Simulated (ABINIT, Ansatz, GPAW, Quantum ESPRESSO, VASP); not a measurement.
CdF2: 6 runs at one level of theory

```
Cd F
1.0
     0.00000    2.69400    2.69400
     2.69400    0.00000    2.69400
     2.69400    2.69400    0.00000
Cd F
1 2
Cartesian
  0.0000 0.0000 0.0000
  4.0410 4.0410 4.0410
  1.3470 1.3470 1.3470
```

Alike in all runs: task single point; functional PBE; k mesh 9 × 9 × 9; occupations fermi-dirac, width 0.05 eV; no spin polarisation; no spin-orbit coupling. Pressure is positive in compression and, in plane waves, holds the error of the finite cutoff, which Ansatz's Pulay term estimates and takes out.

```tsv
program and potentials	plane-wave cutoff (eV)	notes	pressure (GPa)
ABINIT, JTH PAW PBE v2.0	626	8.67 valence electrons an atom on average	5.12
Quantum ESPRESSO, SSSP 1.3 efficiency PBE	816	8.67 valence electrons an atom on average	?
Ansatz, all-electron LAPW, scalar-relativistic	-	-	5.43
Ansatz, Ansatz PAW (earlier soft set)	420	11.33 valence electrons an atom on average; Pulay term of +0.39 GPa included	5.47
GPAW, GPAW PAW data sets (gpaw-data 1.2.1)	800	8.67 valence electrons an atom on average	3.58
VASP, PBE PAW files Cd, F, 520 eV	520	8.67 valence electrons an atom on average	6.19
```

Q: Estimate from the other rows what the run with Quantum ESPRESSO, SSSP 1.3 efficiency PBE gave.

A: Pressure 5.88 GPa. The other rows, which needn't bracket it: pressure 3.58 to 6.19.
